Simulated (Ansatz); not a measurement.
Density of states of BaTiO$_{3}$

```cif
data_structure
_symmetry_space_group_name_H-M 'Amm2'
_symmetry_Int_Tables_number 38
_cell_length_a 3.9841
_cell_length_b 5.6741
_cell_length_c 5.6916
_cell_angle_alpha 90.000
_cell_angle_beta 90.000
_cell_angle_gamma 90.000
_cell_volume 128.67
loop_
_atom_site_label
_atom_site_type_symbol
_atom_site_symmetry_multiplicity
_atom_site_Wyckoff_symbol
_atom_site_fract_x
_atom_site_fract_y
_atom_site_fract_z
_atom_site_occupancy
Ba1 Ba 2 a 0.00000 0.00000 0.00000 1
Ti1 Ti 2 b 0.50000 0.50000 0.00790 1
O1 O 2 a 0.00000 0.50000 0.99210 1
O2 O 4 e 0.50000 0.25440 0.24811 1
```

The runs use the primitive cell with vectors (3.984, 0.000, 0.000), (0.000, 2.837, 2.846), (0.000, -2.837, 2.846) Å, to which the k mesh refers.

The cell comes from COD entry 9016084, which wasn't checked; take it as a given geometry.

Spin–orbit coupling is left out, though it moves levels of the heavy atoms by tenths of an eV or more.

All numbers below come from DFT, PBEsol, all-electron LAPW, scalar-relativistic in Ansatz 0.2.0.

Numerical set-up: a Γ-centred 8×8×8 k mesh, Fermi–Dirac smearing of 0.05 eV, basis error target 1 meV/atom, no spin polarisation.

States per eV and cell, averaged over 0.4 eV, from -9.9 to 4.7 eV, with energies (bin centres) from the valence-band top; empty bins are left out. The partial columns, the largest 3 alone, are projections on Löwdin-orthogonalised atomic shells (those that the program's projection atoms carry: the occupied ones and, for some elements, an empty d or f shell; other empty shells have no column), summed over atoms of an element. Weights on diffuse s and p shells depend on that basis and aren't pure angular character.

```tsv
E (eV)	total	O 2p	Ti 3d	Ba 5p
-9.8	8.75	0.46	0.08	7.98
-9.4	3.61	0.06	0.01	3.39
-4.6	0.03	0.02	0.00	0.00
-4.2	2.33	1.75	0.30	0.00
-3.8	3.31	2.33	0.75	0.02
-3.4	3.84	2.72	0.85	0.06
-3.0	4.47	3.46	0.70	0.07
-2.6	7.22	5.65	0.99	0.29
-2.2	4.17	3.14	0.70	0.20
-1.8	3.00	2.52	0.29	0.05
-1.4	2.10	1.86	0.11	0.02
-1.0	6.85	6.27	0.22	0.12
-0.6	5.61	5.21	0.15	0.10
-0.2	2.08	2.01	0.01	0.01
1.8	0.13	0.01	0.12	0.00
2.2	1.32	0.11	1.17	0.00
2.6	1.71	0.23	1.43	0.00
3.0	2.68	0.46	2.13	0.00
3.4	5.46	1.11	4.14	0.00
3.8	3.35	0.69	2.45	0.00
4.2	1.05	0.12	0.81	0.00
4.6	1.40	0.13	1.07	0.00
```

Q: Which of the resolved shells contributes most in the top eV of the valence band?

A: O 2p, with 93 % of all states there; Ti 3d follows with 2 %.

Q: Where is the centre of the filled Ti 3d states between -13 eV and the top of the filled states?

A: -2.97 eV from the valence-band top.
